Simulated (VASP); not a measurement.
# GaN (F-43m) in VASP: further runs

One crystal, GaN, is run at these levels: PBE; tasks: single point, relaxation of cell and atoms.

All numbers are computed with VASP 6.6.1; they aren't measurements. Logs are shortened: lines on timing, memory, paths and dates and some standing lists are left out, and cuts for length are marked.

**Measured values to compare with.**

From a printed reference work, textbook, for a bulk crystal of GaN at 0 K: band gap 3.299 eV (direct).

The results are compared with them further down.

## 1. The crystal as given

It takes space group F-43m (No. 216, cubic). Conventional cell: a = 4.548 Å, b = 4.548 Å, c = 4.548 Å, α = 90.00°, β = 90.00°, γ = 90.00°. Ga (site symmetry -43m) has 4 N at 1.97 Å as nearest neighbours. Around N (site symmetry -43m) lie 4 Ga at 1.97 Å.

The cell is a database's computed one.

## 2. Single point, PBE

Contents of INCAR:

```
PREC     = Accurate       # precision mode
ENCUT    = 520            # plane-wave cutoff, eV
EDIFF    = 1E-6           # SCF threshold, eV
ISMEAR   = 0              # smearing method
SIGMA    = 0.02           # smearing width, eV
LREAL    = False          # projectors in reciprocal space
LASPH    = True           # aspherical terms in the spheres
NELM     = 80             # most SCF steps
ALGO     = Fast           # electronic algorithm
ISIF     = 2              # what is computed and relaxed
LWAVE    = False          # write WAVECAR
LCHARG   = False          # write CHGCAR
GGA      = PE             # functional
NBANDS   = 16             # bands
```

Contents of KPOINTS:

```
regular mesh
0
Gamma
  10 10 10
```

Contents of POSCAR:

```
GaN
1.0
    0.0000000000      2.2742384991      2.2742384991
    2.2742384991      0.0000000000      2.2742384991
    2.2742384991      2.2742384991      0.0000000000
Ga N
1 1
Direct
    0.0000000000      0.0000000000      0.0000000000
    0.7500000000      0.7500000000      0.7500000000
```

Potentials or basis: VASP PAW PBE potentials, release 64 (Ga_d, N).

Launch:

```console
$ cat potpaw_PBE.64/Ga_d/POTCAR potpaw_PBE.64/N/POTCAR > POTCAR
$ mpirun -np 1 vasp_std > vasp.out
```

OUTCAR:

```text
PREC = Accurate
   ENCUT = 520
   EDIFF = 1E-6
   ISMEAR = 0
   LREAL = False
   LASPH = True
   NELM = 80
   ISIF = 2
   GGA = PE

 ion  position               nearest neighbor table
   1  0.000  0.000  0.000-   2 1.97   2 1.97   2 1.97   2 1.97
   2  0.750  0.750  0.750-   1 1.97   1 1.97   1 1.97   1 1.97

  LATTYP: Found a face centered cubic cell.
 ALAT       =     4.5484769982

  Lattice vectors:

 A1 = (   0.0000000000,   2.2742384991,   2.2742384991)
 A2 = (   2.2742384991,   0.0000000000,   2.2742384991)
 A3 = (   2.2742384991,   2.2742384991,   0.0000000000)

Analysis of symmetry for initial positions (statically):
=====================================================================
 Subroutine PRICEL returns:
 Original cell was already a primitive cell.

 Routine SETGRP: Setting up the symmetry group for a
 face centered cubic supercell.

 Subroutine GETGRP returns: Found 24 space group operations
 (whereof 24 operations were pure point group operations)
 out of a pool of 48 trial point group operations.

The static configuration has the point symmetry T_d .

Analysis of symmetry for dynamics (positions and initial velocities):
=====================================================================
 Subroutine PRICEL returns:
 Original cell was already a primitive cell.

 Routine SETGRP: Setting up the symmetry group for a
 face centered cubic supercell.

 Subroutine GETGRP returns: Found 24 space group operations
 (whereof 24 operations were pure point group operations)
 out of a pool of 48 trial point group operations.

The dynamic configuration has the point symmetry T_d .

 Subroutine INISYM returns: Found 24 space group operations
 (whereof 24 operations are pure point group operations),
 and found     1 'primitive' translations

----------------------------------------------------------------------------------------

                                     Primitive cell

  volume of cell :      23.5255

  direct lattice vectors                    reciprocal lattice vectors
     0.000000000  2.274238499  2.274238499    -0.219853810  0.219853810  0.219853810
     2.274238499  0.000000000  2.274238499     0.219853810 -0.219853810  0.219853810
     2.274238499  2.274238499  0.000000000     0.219853810  0.219853810 -0.219853810

  length of vectors
     3.216258929  3.216258929  3.216258929     0.380797970  0.380797970  0.380797970

  position of ions in fractional coordinates (direct lattice)
     0.000000000  0.000000000  0.000000000
     0.750000000  0.750000000  0.750000000

  ion indices of the primitive-cell ions
   primitive index   ion index
                 1           1
                 2           2

----------------------------------------------------------------------------------------

 KPOINTS: regular mesh

Automatic generation of k-mesh.
 Grid dimensions read from file:
 generate k-points for:   10   10   10

 Generating k-lattice:

  Cartesian coordinates                     Fractional coordinates (reciprocal lattice)
    -0.021985381  0.021985381  0.021985381     0.100000000  0.000000000  0.000000000
     0.021985381 -0.021985381  0.021985381     0.000000000  0.100000000  0.000000000
     0.021985381  0.021985381 -0.021985381     0.000000000  0.000000000  0.100000000

  Length of vectors
     0.038079797  0.038079797  0.038079797

  Shift w.r.t. Gamma in fractional coordinates (k-lattice)
     0.000000000  0.000000000  0.000000000

 Subroutine IBZKPT returns following result:
 ===========================================

 Found     47 irreducible k-points:

 Following reciprocal coordinates:
            Coordinates               Weight
  0.000000  0.000000  0.000000      1.000000
  0.100000  0.000000  0.000000      8.000000
  0.200000  0.000000  0.000000      8.000000
  0.300000  0.000000  0.000000      8.000000
  0.400000  0.000000  0.000000      8.000000
  0.500000  0.000000  0.000000      4.000000
[... 16 lines left out ...]
  0.300000  0.300000  0.000000      6.000000
  0.400000  0.300000  0.000000     24.000000
 [... further k-points ...]
   k-points           NKPTS =     47   k-points in BZ     NKDIM =     47   number of bands    NBANDS=     16
   number of dos      NEDOS =    301   number of ions     NIONS =      2
   total plane-waves  NPLWV =  13824
   dimension x,y,z NGX =    24 NGY =   24 NGZ =   24
   dimension x,y,z NGXF=    48 NGYF=   48 NGZF=   48
   ions per type =               1   1
   NGX,Y,Z   is equivalent  to a cutoff of  12.41, 12.41, 12.41 a.u.
   NGXF,Y,Z  is equivalent  to a cutoff of  24.81, 24.81, 24.81 a.u.
 SYSTEM =  unknown system
   PREC   = accura    normal or accurate (medium, high low for compatibility)
   ISTART =      0    job   : 0-new  1-cont  2-samecut
   ICHARG =      2    charge: 1-file 2-atom 10-const
   ISPIN  =      1    spin polarized calculation?
   LNONCOLLINEAR =      F non collinear calculations
   LSORBIT =      F    spin-orbit coupling
   LASPH  =      T    aspherical Exc in radial PAW
   ENCUT  =  520.0 eV  38.22 Ry    6.18 a.u.   5.98  5.98  5.98*2*pi/ulx,y,z
   NELM   =     80;   NELMIN=  2; NELMDL= -5     # of ELM steps
   EDIFF  = 0.1E-05   stopping-criterion for ELM
   LREAL  =      F    real-space projection
   EDIFFG = 0.1E-04   stopping-criterion for IOM
   NSW    =      0    number of steps for IOM
   IBRION =     -1    ionic relax: 0-MD 1-quasi-New 2-CG
   NFREE  =      0    steps in history (QN), initial steepest desc. (CG)
   ISIF   =      2    stress and relaxation
   ISYM   =      2    0-nonsym 1-usesym 2-fastsym
   POTIM  = 0.5000    time-step for ionic-motion
   TEBEG  =    0.0;   TEEND  =   0.0 temperature during run
   PSTRESS=    0.0 pullay stress
   NELECT =      18.0000    total number of electrons
   NUPDOWN=      -1.0000    fix difference up-down
   EMIN   =  10.00;   EMAX   =-10.00  energy-range for DOS
   EFERMI =   0.00;   METHOD = LEGACY
   ISMEAR =     0;   SIGMA  =   0.02  broadening in eV -4-tet -1-fermi 0-gaus
   EFERMI_NEDOS =   21; number of points for ismear=-14 and -15
   IALGO  =     68    algorithm
   IMIX   =      4    mixing-type and parameters
     AMIX     =   0.40;   BMIX     =  1.00
     AMIX_MAG =   1.60;   BMIX_MAG =  1.00
  volume/ion in A,a.u.               =      11.76        79.38
  Fermi-wavevector in a.u.,A,eV,Ry     =   1.497337  2.829557 30.504523  2.242019
  Thomas-Fermi vector in A             =   2.609238
   LORBIT       =      0    0 simple, 1 ext, 2 COOP (PROOUT), +10 PAW based schemes
   GGA     = PE    functional components
   LHFCALC =     F    Hartree Fock is set to
   AEXX    =    0.0000 exact exchange contribution
   IVDW    =     0    specifies the selected vdW correction
   LEPSILON=     F    determine dielectric tensor
   LRPA    =     F    only Hartree local field effects (RPA)
 non-spin polarized calculation
 RMM-DIIS sequential band-by-band and
 Gauss-broadening in eV      SIGMA  =   0.02
  energy-cutoff  :      520.00
  volume of cell :       23.53
 maximum number of plane-waves:       644
   NGX = 11   NGY = 11   NGZ = 11

 number of electron      17.9999986 magnetization

 Free energy of the ion-electron system (eV)
  ---------------------------------------------------
  ext. energy  EPLUGINS =         0.00000000
  ---------------------------------------------------
  free energy    TOTEN  =       -12.15355509 eV

  energy without entropy =      -12.15355509  energy(sigma->0) =      -12.15355509

 E-fermi :   5.0816     XC(G=0): -11.5206

 val. band max:        4.9863085797   @ k =   0.0000   0.0000   0.0000
 cond. band min:       6.5337872505   @ k =   0.0000   0.0000   0.0000
 fundamental gap:      1.5474786707
 Fermi energy:         5.0816144608

 k-point     1 :       0.0000    0.0000    0.0000
  band No.  band energies     occupation
      1     -10.7161      2.00000
      2      -8.4349      2.00000
      3      -8.4349      2.00000
      4      -8.4349      2.00000
      5      -8.1421      2.00000
      6      -8.1421      2.00000
[... 8 lines left out ...]
     15      23.6344      0.00000
     16      23.6344      0.00000

 k-point     2 :       0.1000    0.0000    0.0000
  band No.  band energies     occupation
      1     -10.6127      2.00000
      2      -8.4224      2.00000
      3      -8.4224      2.00000
      4      -8.3939      2.00000
      5      -8.1432      2.00000
      6      -8.1432      2.00000
[... 8 lines left out ...]
     15      22.3534      0.00000
     16      22.3534      0.00000

 k-point     3 :       0.2000    0.0000    0.0000
  band No.  band energies     occupation
      1     -10.3560      2.00000
      2      -8.3933      2.00000
      3      -8.3933      2.00000
      4      -8.2249      2.00000
      5      -8.1420      2.00000
      6      -8.1420      2.00000
[... 8 lines left out ...]
     15      21.5948      0.00000
     16      21.5948      0.00000

 k-point     4 :       0.3000    0.0000    0.0000
  band No.  band energies     occupation
      1     -10.0925      2.00000
      2      -8.3675      2.00000
      3      -8.3675      2.00000
      4      -8.1294      2.00000
      5      -8.1294      2.00000
      6      -7.8247      2.00000
[... 8 lines left out ...]
     15      22.0423      0.00000
     16      22.0423      0.00000

 k-point     5 :       0.4000    0.0000    0.0000
  band No.  band energies     occupation
      1      -9.9415      2.00000
      2      -8.3564      2.00000
      3      -8.3564      2.00000
      4      -8.1087      2.00000
      5      -8.1087      2.00000
      6      -7.2332      2.00000
[... 8 lines left out ...]
     15      23.3734      0.00000
     16      23.3734      0.00000

 k-point     6 :       0.5000    0.0000    0.0000
  band No.  band energies     occupation
      1      -9.8990      2.00000
      2      -8.3544      2.00000
      3      -8.3544      2.00000
      4      -8.0984      2.00000
      5      -8.0984      2.00000
      6      -6.8946      2.00000
[... 8 lines left out ...]
     15      24.3224      0.00000
     16      24.3224      0.00000

 k-point     7 :       0.1000    0.1000    0.0000
  band No.  band energies     occupation
      1     -10.5787      2.00000
      2      -8.4111      2.00000
      3      -8.4111      2.00000
      4      -8.3950      2.00000
      5      -8.1512      2.00000
      6      -8.1353      2.00000
[... 8 lines left out ...]
     15      23.6054      0.00000
     16      24.3195      0.00000

 k-point     8 :       0.2000    0.1000    0.0000
  band No.  band energies     occupation
      1     -10.3747      2.00000
      2      -8.3915      2.00000
      3      -8.3809      2.00000
      4      -8.2818      2.00000
      5      -8.1458      2.00000
      6      -8.1285      2.00000
[... 8 lines left out ...]
     15      23.3577      0.00000
     16      23.5005      0.00000

 k-point     9 :       0.3000    0.1000    0.0000
  band No.  band energies     occupation
      1     -10.1190      2.00000
      2      -8.3686      2.00000
      3      -8.3513      2.00000
      4      -8.1812      2.00000
      5      -8.1167      2.00000
      6      -7.9086      2.00000
[... 8 lines left out ...]
     15      22.5337      0.00000
     16      23.4504      0.00000
[... 172 lines left out ...]
 k-point    19 :       0.5000    0.2000    0.0000
  band No.  band energies     occupation
      1      -9.8319      2.00000
      2      -8.3384      2.00000
      3      -8.2831      2.00000
      4      -8.1785      2.00000
      5      -8.0947      2.00000
      6      -6.7845      2.00000
[... 8 lines left out ...]
     15      24.9365      0.00000
     16      25.2840      0.00000

 k-point    20 :      -0.4000    0.2000    0.0000
  band No.  band energies     occupation
      1      -9.8260      2.00000
      2      -8.3434      2.00000
      3      -8.2887      2.00000
      4      -8.1509      2.00000
      5      -8.1168      2.00000
      6      -6.6675      2.00000
[... 8 lines left out ...]
     15      23.3690      0.00000
     16      24.9580      0.00000

 k-point    21 :      -0.3000    0.2000    0.0000
  band No.  band energies     occupation
      1      -9.8802      2.00000
      2      -8.3452      2.00000
      3      -8.3053      2.00000
      4      -8.1477      2.00000
      5      -8.1429      2.00000
      6      -7.1060      2.00000
[... 8 lines left out ...]
     15      21.9942      0.00000
     16      25.2785      0.00000

 k-point    22 :      -0.2000    0.2000    0.0000
  band No.  band energies     occupation
      1     -10.0122      2.00000
      2      -8.3521      2.00000
      3      -8.3391      2.00000
      4      -8.1621      2.00000
      5      -8.1490      2.00000
      6      -7.6557      2.00000
[... 8 lines left out ...]
     15      22.0813      0.00000
     16      25.2076      0.00000

 k-point    23 :       0.3000    0.3000    0.0000
  band No.  band energies     occupation
      1      -9.9365      2.00000
      2      -8.2923      2.00000
      3      -8.2602      2.00000
      4      -8.2602      2.00000
      5      -8.0956      2.00000
      6      -7.6328      2.00000
[... 8 lines left out ...]
     15      26.7566      0.00000
     16      26.9881      0.00000

 k-point    24 :       0.4000    0.3000    0.0000
  band No.  band energies     occupation
      1      -9.8385      2.00000
      2      -8.3111      2.00000
      3      -8.2285      2.00000
      4      -8.2284      2.00000
      5      -8.0862      2.00000
      6      -7.1855      2.00000
[... 8 lines left out ...]
     15      26.8478      0.00000
     16      27.1166      0.00000

 [... further k-points ...]
[... 5 lines left out ...]
  --------------------------------------------------------------------------------------
  -------------------------------------------------------------------------------------
  Total        0.0014261      0.0014261      0.0014261      0.0000000     -0.0000000      0.0000000
  in kB        0.0971245      0.0971245      0.0971245      0.0000000     -0.0000000      0.0000000
  external PRESSURE =       0.0971245 kB  Pullay stress =       0.0000000 kB

 VOLUME and BASIS-vectors are now :
 -----------------------------------------------------------------------------
  energy-cutoff  :      520.00
  volume of cell :       23.53
      direct lattice vectors                 reciprocal lattice vectors
     0.000000000  2.274238499  2.274238499    -0.219853810  0.219853810  0.219853810
     2.274238499  0.000000000  2.274238499     0.219853810 -0.219853810  0.219853810
     2.274238499  2.274238499  0.000000000     0.219853810  0.219853810 -0.219853810

 POSITION                                       TOTAL-FORCE (eV/Angst)
 -----------------------------------------------------------------------------------
      0.00000      0.00000      0.00000        -0.000000     -0.000000     -0.000000
      3.41136      3.41136      3.41136         0.000000      0.000000      0.000000
 -----------------------------------------------------------------------------------
    total drift:                               -0.000002     -0.000002     -0.000002

  FREE ENERGIE OF THE ION-ELECTRON SYSTEM (eV)
  ---------------------------------------------------
  free  energy   TOTEN  =       -12.1535550875 eV

  energy  without entropy=      -12.1535550875  energy(sigma->0) =      -12.15355509
```

Run time: 6.9 s. Hardware: 1 thread of Intel Xeon 6975P-C (Granite Rapids), shared host; peak memory 0.14 GiB.

Results:

| Item | Value |
| --- | --- |
| Free energy | -12.1536 eV |
| Pressure | 0.0 GPa |
| Band gap on the k mesh | 1.55 eV, direct |

(Part 1 of 2 ends here.)
